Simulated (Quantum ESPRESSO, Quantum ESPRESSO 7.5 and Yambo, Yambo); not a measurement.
# Beyond one shot: BaS (Fm-3m)

How far does self-consistency move the gap of BaS (Fm-3m)?

Method: PBE and many-body steps on it, plane waves, in Quantum ESPRESSO 7.5 and Yambo 5.3.0.

## (1) Set-up

Symmetry: Fm-3m, No. 225, cubic system. The conventional cell has a = 6.387 Å, b = 6.387 Å, c = 6.387 Å, α = 90.00°, β = 90.00°, γ = 90.00°. Ba has 6 S at 3.19 Å nearest. S has 6 Ba at 3.19 Å nearest. Farther neighbours and most contacts between anions are not listed.

The cell and positions come from the Crystallography Open Database and are kept as given unless a step says otherwise. Spin-orbit coupling is left out unless a step names it.

## (2) Empty states on the mesh, 4×4×4 mesh, 104 bands

This step: Quantum ESPRESSO 7.5; DFT, PBE, plane waves, norm-conserving pseudopotentials.

The sums over transitions need many empty states on a uniform mesh; this step solves for them.

File pw.in:

```
&control
  calculation = 'nscf'
  prefix = 'x'
  outdir = 'o'
  pseudo_dir = 'pseudo'
/
&system
  ibrav = 0
  nat = 2
  ntyp = 2
  ecutwfc = 40.0
  nbnd = 104
  force_symmorphic = .true.
/
&electrons
  conv_thr = 1e-9
  electron_maxstep = 80
  diago_full_acc = .true.
  diago_thr_init = 5e-6
/
ATOMIC_SPECIES
  Ba 137.33 Ba.upf
  S 32.06 S.upf
CELL_PARAMETERS angstrom
  -0.0000000000 3.1937500000 3.1937500000
  3.1937500000 -0.0000000000 3.1937500000
  3.1937500000 3.1937500000 -0.0000000000
ATOMIC_POSITIONS crystal
  Ba 0.0000000000 0.0000000000 0.0000000000
  S 0.5000000000 0.5000000000 0.5000000000
K_POINTS automatic
  4 4 4 0 0 0
```

Launch:

```sh
$ OMP_NUM_THREADS=1 mpirun -n 4 pw.x -nk 4 -in pw.in > pw.out
```

Log:

```text
Program PWSCF v.7.5 starts

     This program is part of the open-source Quantum ESPRESSO suite
     for quantum simulation of materials; please cite
         "P. Giannozzi et al., J. Phys.:Condens. Matter 21 395502 (2009);
         "P. Giannozzi et al., J. Phys.:Condens. Matter 29 465901 (2017);
         "P. Giannozzi et al., J. Chem. Phys. 152 154105 (2020);
     in publications or presentations arising from this work. More details at

     Atomic positions and unit cell read from directory:
     o/x.save/

     Message from routine setup:
[...]
k =-0.3536-0.3536 0.3536 (  1892 PWs)   bands (ev):

[...]
64.7275  64.7275  65.9795  66.4077  66.6600  66.6600  68.9609  70.4338
    71.0457  71.0457  71.6010  71.6010  73.0348  73.0348  74.0369  74.2168

          k = 0.3536 0.0000 0.0000 (  1876 PWs)   bands (ev):

     [... further k-points ...]

     highest occupied, lowest unoccupied level (ev):     5.8941    8.0404

     XML data file, pseudopotentials, collected wavefunctions

=------------------------------------------------------------------------------=
   JOB DONE.
=------------------------------------------------------------------------------=
```

The job ended after 5.2 s (4 MPI ranks of Intel Xeon Platinum 8259CL at 2.50GHz (Skylake/Cascade Lake), shared host; peak memory 0.28 GiB; 20 s of CPU time).

Numbers from this step:

| Quantity | Value |
| --- | --- |
| gap | 2.146 eV |
| k of the valence top | 0, 0, 0 |
| k of the conduction bottom | 0, -0.5, -0.5 |
| least direct gap | 2.272 eV |
| k points computed | 8 |
| lowest point of the top converged band, above the valence top | 65.7191 eV |

On this mesh the gap is 2.146 eV.

The density comes from a self-consistent run that is not shown.

## (3) Conversion and set-up

This step: Yambo 5.3.0; conversion and set-up on PBE, plane waves, norm-conserving pseudopotentials.

The states are converted to the many-body program's format and the q mesh is built.

Launch:

```sh
$ (cd o/x.save; p2y > p2y.log; mv SAVE ../..); yambo > setup.log
```

Log:

```text
 Yambo, version 5.3.0

 [02] CORE Variables Setup
 =========================

  [02.01] Unit cells
  ==================

  Cell kind             :  FCC
  Atoms in the cell     :  Ba  S
  number of Ba atoms    :  1
  number of S  atoms    :  1

  List of atomic masses
  Mass of Ba    :  137.3300
  Mass of S     :  32.06000

  List of atomic coordinates    : [cc]
  Ba1       :  0.000000  0.000000  0.000000  order 1
  S1       :  6.035313  6.035313  6.035313  order 2

  Alat factors          :  6.035313  6.035313  6.035313 [a.u.]
  Direct lattice volume :  439.6725 [a.u.]
[...]
==========================================

 IBZ Q-points                                      :   8
 BZ  Q-points                                      :   64

 K/Q-points units:
 rlu = crystal or reduced units; cc = cartesian coordinates; iku = interal k-units

 Q [1]          [rlu]:  0.000000  0.000000  0.000000
 Q [2]          [rlu]:  0.74313E-17  0.74313E-17  0.25000
 Q [3]          [rlu]: -0.14863E-16 -0.14863E-16 -0.50000
[...]
Q [7]          [rlu]:  0.14898E-16 -0.50000     -0.50000
 Q [8]          [rlu]:  0.250000 -0.500000 -0.250000

  [03.01] X indexes
  =================

   [03.01.01] Sigma indexes
   ========================

 [06] Game Over & Game summary
```

Elapsed: 3.1 s, on 1 MPI rank; peak memory 0.24 GiB.

## (4) G0W0

G0W0 replaces the xc potential by the self-energy, built once from these orbitals. Only a window of levels is corrected, while the sums run over the empty bands that the input names.

This step: G0W0 on PBE, plane waves, norm-conserving pseudopotentials.

File gw1.in:

```
HF_and_locXC
gw0
dyson
ppa
em1d
rim_cut
RandQpts= 1000000
RandGvec= 1 RL
EXXRLvcs= 40 Ry
VXCRLvcs= 160 Ry
Chimod= "HARTREE"
% BndsRnXp
 1 | 104 |
%
NGsBlkXp= 9 Ry
% LongDrXp
 1 | 1 | 1 |
%
% GbndRnge
 1 | 104 |
%
DysSolver= "n"
ExtendOut
PPAPntXp= 27.21138 eV
% QPkrange
 1 | 1 | 7 | 10 |
 7 | 7 | 7 | 10 |
%
```

Launch:

```sh
$ OMP_NUM_THREADS=1 mpirun -n 4 yambo -F gw1.in -J gw1 -C gw1 > gw1.log
```

Log:

```text
 Yambo, version 5.3.0

 [02] CORE Variables Setup
 =========================

  [... cell, symmetries and grids as in the set-up ...]

  [02.05] Energies & Occupations
  ==============================

  [X] === General ===
  [X] Electronic Temperature                        :  0.000000  0.000000 [eV K]
  [X] Bosonic    Temperature                        :  0.000000  0.000000 [eV K]
  [X] Finite Temperature mode                       : no
  [X] El. density                                   :  0.24558E+24 [cm-3]
  [X] Fermi Level                                   :  5.894091 [eV]

  [X] === Gaps and Widths ===
  [X] Conduction Band Min                           :  2.146280 [eV]
  [X] Valence Band Max                              :  0.000000 [eV]
  [X] Filled Bands                                  :   8
  [X] Empty Bands                                   :    9  104
  [X] Direct Gap                                    :  2.272370 [eV]
  [X] Direct Gap localized at k                     :   7
  [X] Indirect Gap                                  :  2.146280 [eV]
  [X] Indirect Gap between kpts                     :   1   7
  [X] Last valence band width                       :  1.057937 [eV]
  [X] 1st conduction band width                     :  3.430145 [eV]

 [03] Transferred momenta grid and indexing
 ==========================================

 IBZ Q-points                                      :   8
 BZ  Q-points                                      :   64

 K/Q-points units:
 rlu = crystal or reduced units; cc = cartesian coordinates; iku = interal k-units

 Q [1]          [rlu]:  0.000000  0.000000  0.000000
 Q [2]          [rlu]:  0.74313E-17  0.74313E-17  0.25000
 Q [3]          [rlu]: -0.14863E-16 -0.14863E-16 -0.50000
 Q [4]          [rlu]: -0.74488E-17  0.25000      0.25000
 Q [5]          [rlu]: -0.10826E-16  0.25000      0.50000
 Q [6]          [rlu]: -0.14863E-16  0.25000     -0.25000
 Q [7]          [rlu]:  0.14898E-16 -0.50000     -0.50000
 Q [8]          [rlu]:  0.250000 -0.500000 -0.250000

 [04] Coloumb potential Random Integration (RIM)
 ===============================================

  [04.01] RIM initialization
  ==========================

  * Diagonal components only detected *

  8 x (sBL volume)        :  0.070521 [a.u.]
  sBZ random points       :  1000000
  Points outside the sBZ  :   7996195
  RL volume               :  0.564170 [a.u.]
  Integrated volume       :  0.564439 [a.u.]

  [04.02] RIM integrals
  =====================

  Gamma point sphere radius             :  0.074942 [a.u.]
  Points outside the sphere             :   799659
  [Int_sBZ(q=0) 1/q^2]*(Vol_sBZ)^(-1/3) =:  7.764404
                                 should be <:  7.795600

  Summary of Coulomb integrals for non-metallic bands |Q|[au] RIM/Bare

  Q [1] 0.100000E-4 0.995998 * Q [2] 0.225398 1.064319
  Q [4] 0.260268 1.063169 * Q [6] 0.368074 1.026442
  Q [5] 0.431605 1.018967 * Q [3] 0.450797 1.017314
  Q [7] 0.520535 1.014132 * Q [8] 0.581976 1.010980

 [05] Dipoles
 ============

  [05.01] Setup: observables and procedures
  =========================================

 [06] Dynamic Dielectric Matrix (PPA)
 ====================================

 [WR./gw1//ndb.pp]---------------------------------------------------------------
  Brillouin Zone Q/K grids (IBZ/BZ)                :    8   64    8   64
  RL vectors                                       :  2421 [WF]
  Coulomb cutoff potential                         : none
  Electronic Temperature                           :  0.000000 [K]
  Bosonic    Temperature                           :  0.000000 [K]
  PPA    diel. fun.  energies                      : Perdew, Burke & Ernzerhof(X)+Perdew, Burke & Ernzerhof(C)
  wavefunctions                                    : Perdew, Burke & Ernzerhof(X)+Perdew, Burke & Ernzerhof(C)
  Global Gauge                                     : length
  X matrix size                                    :  229
  X band range                                     :    1  104
  X e/h energy range                               : -1.000000 -1.000000 [eV]
  X Time ordering                                  : R
  X Hxc Kernel                                     : HARTREE
  X Drude frequency                                :  0.000000  0.000000
  X poles                                          :  100.0000 [o/o]
  RL vectors in the sum                            :  2421
  [r,Vnl] included                                 : yes
  Field direction                                  :  0.577350E-5  0.577350E-5  0.577350E-5
  BZ energy Double Grid                            : no
  BZ energy DbGd points                            : 0
  BZ Q point size factor                           : -1.000000
  X Optical Averaged directions                    : none

 [07] Local Exchange-Correlation + Non-Local Fock
 ================================================

 [VXC] Plane waves :  15065
 [EXS] Plane waves :  1917

 QP @ state[ 1 ] K range:  1  1
 QP @ state[ 1 ] b range:   7  10
 QP @ state[ 2 ] K range:   7   7
 QP @ state[ 2 ] b range:   7  10

 [xc] Functional : Perdew, Burke & Ernzerhof(X)+Perdew, Burke & Ernzerhof(C)
 [xc] LIBXC used to calculate xc functional
  PP Number of Atomic Species                      :  2
  NLCC RL compoments                               :  15065
  PP Number of Atomic Species                      :  2
  NLCC RL compoments                               :  15065

 [xc] E_xc :  -6.043476 [Ha]
      E_xc :  -12.08695 [Ry]

  Local XC kind (lXC) : Perdew, Burke & Ernzerhof(X)+Perdew, Burke & Ernzerhof(C)
  Non-Local XC kind (nlXC) : Hartree-Fock

  Corrections @ K [1] :  [eV]
 <7|nlXC|7> = -15.67072  0.50315E-17 <7|lXC|7> = -12.60175  0.75527E-15
 <8|nlXC|8> = -15.67073  0.72460E-17 <8|lXC|8> = -12.60175 -0.75527E-15
 <9|nlXC|9> = -4.017603 -0.24027E-18 <9|lXC|9> = -7.958256  0.000000
 <10|nlXC|10> = -4.534434 -0.79754E-18 <10|lXC|10> = -8.922664  0.000000

  Corrections @ K [7] :  [eV]
 <7|nlXC|7> = -15.66285  0.65314E-18 <7|lXC|7> = -12.53318  0.000000
 <8|nlXC|8> = -15.66286  0.92711E-18 <8|lXC|8> = -12.53318 -0.47204E-16
 <9|nlXC|9> = -4.202803  0.33222E-18 <9|lXC|9> = -7.957323  0.000000
 <10|nlXC|10> = -6.056586  0.78035E-18 <10|lXC|10> = -10.95390  0.000000

 [08] Dyson equation: Newton solver
 ==================================

  [08.01] G0W0 (W PPA)
  ====================

  [  GW  ] Bands range     :    1  104
  [GW/PPA] G damping       :  0.100000 [eV]

  QP @ state[ 1 ] K range:  1  1
  QP @ state[ 1 ] b range:   7  10
  QP @ state[ 2 ] K range:   7   7
  QP @ state[ 2 ] b range:   7  10

   Sc/G bands                                       :    1  104
   Sc/G damping                                     :  0.100000 ev
   Sc bands terminator                              : no
   Sx RL components                                 :  1917

   QP @ state[ 1 ] K range                          :  1  1
   QP @ state[ 1 ] b range                          :   7  10
   QP @ state[ 2 ] K range                          :   7   7
   QP @ state[ 2 ] b range                          :   7  10
   GF energies kind                                 : Perdew, Burke & Ernzerhof(X)+Perdew, Burke & Ernzerhof(C)
   GF WF`s kind                                     : Perdew, Burke & Ernzerhof(X)+Perdew, Burke & Ernzerhof(C)
   Xs energies kind                                 : Perdew, Burke & Ernzerhof(X)+Perdew, Burke & Ernzerhof(C)
   Xs WF`s kind                                     : Perdew, Burke & Ernzerhof(X)+Perdew, Burke & Ernzerhof(C)

 [11] Game Over & Game summary
```

Run time: 77 s. Hardware: 4 MPI ranks; peak memory 1.3 GiB.

This step gave:

- G0W0 gap on the points computed: 3.480 eV
- starting gap on the mesh: 2.146 eV
- k of the valence top: 0, 0, 0
- k of the conduction bottom: 0, -0.5, -0.5
- least direct G0W0 gap on the computed points: 3.626 eV
- Z at the valence top: 0.7914
- Z at the conduction bottom: 0.8341

The gap on the mesh goes from 2.15 eV to 3.48 eV, a correction of +1.33 eV.

## (5) evGW0, cycle 1

This step: evGW0 on PBE, plane waves, norm-conserving pseudopotentials.

gw3.in, as its differences from gw1.in of step 4:

```diff
@@ -25,4 +25,4 @@
 % QPkrange
- 1 | 1 | 7 | 10 |
- 7 | 7 | 7 | 10 |
+ 1 | 8 | 2 | 12 |
 %
+GfnQPdb= "E < ./gw2/ndb.QP"
```

Launch:

```sh
$ OMP_NUM_THREADS=1 mpirun -n 4 yambo -F gw3.in -J gw3,gw1_W -C gw3 > gw3.log
```

Log:

```text
 Yambo, version 5.3.0

 [02] CORE Variables Setup
 =========================

  [... cell, symmetries and grids as in the set-up ...]

  [02.05] Energies & Occupations
  ==============================

  [X] === General ===
  [X] Electronic Temperature                        :  0.000000  0.000000 [eV K]
  [X] Bosonic    Temperature                        :  0.000000  0.000000 [eV K]
  [X] Finite Temperature mode                       : no
  [X] El. density                                   :  0.24558E+24 [cm-3]
  [X] Fermi Level                                   :  5.894091 [eV]

  [X] === Gaps and Widths ===
  [X] Conduction Band Min                           :  2.146280 [eV]
  [X] Valence Band Max                              :  0.000000 [eV]
  [X] Filled Bands                                  :   8
  [X] Empty Bands                                   :    9  104
  [X] Direct Gap                                    :  2.272370 [eV]
  [X] Direct Gap localized at k                     :   7
  [X] Indirect Gap                                  :  2.146280 [eV]
  [X] Indirect Gap between kpts                     :   1   7
  [X] Last valence band width                       :  1.057937 [eV]
  [X] 1st conduction band width                     :  3.430145 [eV]

 [03] Transferred momenta grid and indexing
 ==========================================

 IBZ Q-points                                      :   8
 BZ  Q-points                                      :   64

 K/Q-points units:
 rlu = crystal or reduced units; cc = cartesian coordinates; iku = interal k-units

 Q [1]          [rlu]:  0.000000  0.000000  0.000000
 Q [2]          [rlu]:  0.74313E-17  0.74313E-17  0.25000
 Q [3]          [rlu]: -0.14863E-16 -0.14863E-16 -0.50000
[...]
[G+QP] Direct Gap localized at k                  :   7
  [G+QP] Indirect Gap                               :  3.479626 [eV]
  [G+QP] Indirect Gap between kpts                  :   1   7
  [G+QP] Last valence band width                    :  1.138935 [eV]
  [G+QP] 1st conduction band width                  :  3.715969 [eV]

  [coarse-grid] Minimum Bare Gap        [ev]:  2.146280
  [coarse-grid] Minimum Gap Correction  [ev]:  1.333346

  Eqp @ K [1]
   -26.3542     -11.3602     -11.3597     -11.3591     -9.69169    -0.161387E-4 -0.103655E-3   0.00000
    4.87910   5.48277   5.48261   5.48259   6.40413   6.40413  10.55993  17.43283
  Eqp @ K [2]
  -26.33179 -11.87266 -11.40686 -11.41429  -9.31638  -1.23601  -0.64194  -0.64199
[...]
Eqp @ K [3]
[...]
Eqp @ K [4]
[...]
Eqp @ K [5]
[...]
[... 2 further k-points ...]
  Eqp @ K [8]
  -26.29554 -12.04814 -11.74673 -11.74649  -9.50637  -1.19946  -0.52564  -0.52588
    5.78705   5.78710   8.18444   8.71885   9.44846  11.68374  12.80945  12.80945

 [07] Dipoles
 ============

  [07.01] Setup: observables and procedures
  =========================================

 [08] Dynamic Dielectric Matrix (PPA)
 ====================================

   Sc/G bands                                       :    1  104
   Sc/G damping                                     :  0.100000 ev
   Sc bands terminator                              : no
   Sx RL components                                 :  1917

   QP @ state[ 1 ] K range                          :   1   8
   QP @ state[ 1 ] b range                          :   2  12
   GF energies kind                                 : Perdew, Burke & Ernzerhof(X)+Perdew, Burke & Ernzerhof(C)+ E < ./gw2/ndb.QP + @E Fit
   GF WF`s kind                                     : Perdew, Burke & Ernzerhof(X)+Perdew, Burke & Ernzerhof(C)
   Xs energies kind                                 : Perdew, Burke & Ernzerhof(X)+Perdew, Burke & Ernzerhof(C)
   Xs WF`s kind                                     : Perdew, Burke & Ernzerhof(X)+Perdew, Burke & Ernzerhof(C)

 [13] Game Over & Game summary
```

Run time: 8.5 min. Hardware: 4 MPI ranks; peak memory 1.3 GiB.

Numbers from this step:

```yaml
quasiparticle_gap_on_the_mesh: 3.605 eV
gap_of_the_density_functional_on_the_mesh: 2.146 eV
k_of_the_valence_top: 0, 0, 0
k_of_the_conduction_bottom: 0, -0.5, -0.5
least_direct_quasiparticle_gap_on_the_computed_points: 3.756 eV
z_at_the_valence_top: 0.7967
z_at_the_conduction_bottom: 0.8503
```

Against G0W0 in Yambo (4×4×4 mesh, 104 bands, screening to 122.5 eV, Godby-Needs plasmon pole), the gap moves by +0.125 eV.

The program's own table gives 3.805 eV, which is too large where the input levels are shifted: this version takes Σc at the unshifted level E₀, yet steps from the shifted one. The value above is the Newton step from E₀, E₀ + Z(Σc + Σx − Vxc), rebuilt from the printed columns.

## (6) evGW0, cycle 2

The corrected levels of the last cycle go back in.

gw4.in, as its differences from gw3.in of step 5:

```diff
@@ -27,2 +27,2 @@
 %
-GfnQPdb= "E < ./gw2/ndb.QP"
+GfnQPdb= "E < ./gw3_fix/ndb.QP"
```

Launch:

```sh
$ OMP_NUM_THREADS=1 mpirun -n 4 yambo -F gw4.in -J gw4,gw1_W -C gw4 > gw4.log
```

Log:

```text
 Yambo, version 5.3.0

 [02] CORE Variables Setup
 =========================

  [... cell, symmetries and grids as in the set-up ...]

  [02.05] Energies & Occupations
  ==============================

  [X] === General ===
  [X] Electronic Temperature                        :  0.000000  0.000000 [eV K]
  [X] Bosonic    Temperature                        :  0.000000  0.000000 [eV K]
  [X] Finite Temperature mode                       : no
  [X] El. density                                   :  0.24558E+24 [cm-3]
[...]
Sx RL components                                 :  1917

   QP @ state[ 1 ] K range                          :   1   8
   QP @ state[ 1 ] b range                          :   2  12
   GF energies kind                                 : Perdew, Burke & Ernzerhof(X)+Perdew, Burke & Ernzerhof(C)+ E < ./gw2/ndb.QP + @E Fit+ E < ./gw3_fix/
   GF WF`s kind                                     : Perdew, Burke & Ernzerhof(X)+Perdew, Burke & Ernzerhof(C)
   Xs energies kind                                 : Perdew, Burke & Ernzerhof(X)+Perdew, Burke & Ernzerhof(C)
   Xs WF`s kind                                     : Perdew, Burke & Ernzerhof(X)+Perdew, Burke & Ernzerhof(C)

 [13] Game Over & Game summary
```

The job ended after 7.6 min (4 MPI ranks; peak memory 1.3 GiB; 30 min of CPU time).

This step gave:

```yaml
quasiparticle_gap_on_the_mesh: 3.618 eV
gap_of_the_density_functional_on_the_mesh: 2.146 eV
k_of_the_valence_top: 0, 0, 0
k_of_the_conduction_bottom: 0, -0.5, -0.5
least_direct_quasiparticle_gap_on_the_computed_points: 3.769 eV
```

Against the cycle before, the gap moves by +0.012 eV.

The program's own table gives 3.833 eV, which is too large where the input levels are shifted: this version takes Σc at the unshifted level E₀, yet steps from the shifted one. The value above is the Newton step from E₀, E₀ + Z(Σc + Σx − Vxc), rebuilt from the printed columns.

(Continued in part 2 of 2.)

[Paths, hosts, dates, memory and timing lines, banners, echoed tables and standing remarks are left out of the program output.]

[Logs are printed without paths, hosts, clocks, repeated set-up lines and the standing remarks that a program may print on its own settings, such as how far it seeks lower states.]

[Runs of the session that timed out or met a known fault of the program may be left out.]

[Hosts, paths, dates, database ids (printed as entryN), source tags and the programs' standing remarks are cut or masked in the printed files.]
